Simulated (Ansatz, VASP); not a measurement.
Given: the input of a run of VASP 6.6.1 on MgS (Niningerite).

INCAR

```
SYSTEM = MgS
PREC = Accurate
ENCUT = 900
EDIFF = 1E-7
ISMEAR = -1
SIGMA = 0.05
LREAL = .False.
LASPH = .True.
NELM = 80
ALGO = Fast
ISIF = 3
LWAVE = .False.
LCHARG = .False.
GGA = PE
IBRION = 2
NSW = 40
EDIFFG = -0.01
```

The input KPOINTS:

```
regular mesh
0
Gamma
  9 9 9
  0 0 0
```

File POSCAR:

```
MgS
1.0
    0.0000000000      2.6016500000      2.6016500000
    2.6016500000      0.0000000000      2.6016500000
    2.6016500000      2.6016500000      0.0000000000
S Mg
1 1
Direct
    0.5000000000      0.5000000000      0.5000000000
    0.0000000000      0.0000000000      0.0000000000
```

Potentials or basis: VASP PAW PBE potentials, release 64 (S_GW, Mg_GW).

Launch:

```bash
$ cat potpaw_PBE.64/S_GW/POTCAR potpaw_PBE.64/Mg_GW/POTCAR > POTCAR
$ mpirun -np 1 vasp_std > vasp.out
```

**Question.** Translate it to Ansatz 0.2.0. Potentials there: Ansatz PAW.

**Answer.** As run (the cutoff follows the program's own potentials):

Contents of input.yaml:

```yaml
crystal:
  lattice:
    - [0.0, 2.60165, 2.60165]
    - [2.60165, 0.0, 2.60165]
    - [2.60165, 2.60165, 0.0]
  atoms:
    - { symbol: S, position: [0.5, 0.5, 0.5] }
    - { symbol: Mg, position: [0.0, 0.0, 0.0] }
hamiltonian:
  xc: pbe
  pseudopotentials: { kind: paw }
kpoints:
  mp_grid: { grid: [9, 9, 9] }
scf:
  occupations: { method: fermi_dirac, width: 0.05 }
output:
  forces: true
  stress: true
  eigenvalues: true
relax:
  f_tol: 0.01
  max_steps: 40
  cell: { stress_tol: 0.05 }
```

Potentials or basis: Ansatz PAW.

The run is started by

```bash
$ ansatz run input.yaml --threads 2 --pin off --max-ram 5632MiB --backend cpu --events-out ev --progress --plain --runs-dir out
```

Both were run:

|  | VASP | Ansatz | Ansatz less VASP |
| --- | --- | --- | --- |
| gap on the k mesh at the Fermi level, each at its own relaxed structure (eV) | 2.88 | 2.89 | +0.011 |
| relaxed volume (Å³/atom) | 17.81 | 17.88 | +0.068 |
| relaxed cell length with the largest relative difference (Å) | 3.693 | 3.698 | +0.0047 |

The two sets of potentials don't hold the same shells in valence.

Caveats: an odd mesh through Γ misses points on the zone boundary, where band edges often lie (VASP); odd divisions of the mesh miss points on the zone boundary, where band edges often lie, so the gap on the mesh can be too wide (Ansatz); the plane-wave basis is chosen anew once the cell has moved, so the energies of steps on either side of that aren't comparable (Ansatz). As with any semilocal functional, this PBE gap is likely too small. PBE usually gives volumes a little too large and moduli too small.
